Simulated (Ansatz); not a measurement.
SrF$_{2}$:
```cif
data_F8Sr4
_chemical_formula_sum 'Sr4 F8'
_space_group_name_H-M_alt 'Fm-3m'
_space_group_IT_number 225
_space_group_name_Hall '-F 4 2 3'
_cell_length_a 5.66308
_cell_length_b 5.66308
_cell_length_c 5.66308
_cell_angle_alpha 90.000
_cell_angle_beta 90.000
_cell_angle_gamma 90.000
loop_
_atom_site_label
_atom_site_type_symbol
_atom_site_symmetry_multiplicity
_atom_site_Wyckoff_symbol
_atom_site_fract_x
_atom_site_fract_y
_atom_site_fract_z
_atom_site_occupancy
Sr1 Sr 4 a 0.00000 0.00000 0.00000 1
F1 F 8 c 0.25000 0.25000 0.25000 1
```
(The calculation used a cell of 3 atoms; values per cell refer to that cell.)

Relaxed with LDA.

Q: Decompose the optical modes at the zone centre into irreducible representations, and say which are infrared and Raman allowed.

A: Point group m-3m: Γ_opt = T1u + T2g. Infrared: T1u. Raman: T2g.

Q: Assign frequencies (DFPT, DFT-LDA in the program Ansatz with PAW potentials; without the LO–TO term).

A: T1u 236, T2g 301 cm⁻¹.

Symmetry was held in the LDA relaxation; phonons on a q-mesh show no instability.

Potentials: the later of the program's two PAW sets.
